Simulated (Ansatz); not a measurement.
Wurtzite InN was calculated with r²SCANh (Ansatz, an electronic-structure program, PAW).

Settings: plane-wave cutoff 520 eV, 9×9×6 k mesh (along the axes of the cell as run), Fermi–Dirac smearing 0.01 eV, scalar-relativistic PAW data made under PBE.

Cell (relaxed at this level):

```xyz
4
Lattice="1.7684 -3.0629 0.0000 1.7684 3.0629 0.0000 0.0000 0.0000 5.6998" Properties=species:S:1:pos:R:3 pbc="T T T"
In     1.7684    -1.0210     2.8484
In     1.7684     1.0210    -0.0015
N      1.7684    -1.0210     5.0116
N      1.7684     1.0210     2.1617
```

**Question.** Predict the band gap.

**Answer.** 
- band gap = 0.61 eV (on the SCF k mesh)

Measured, for comparison: band gap 0.77 eV (zero-point shift of 0.07 eV (the table's estimate, ZP (est)) added back here, E0, Γ; inputs from arXiv:2302.06325).

Spin–orbit coupling is not included.

Cost on a shared machine: very roughly 50 core-minutes.
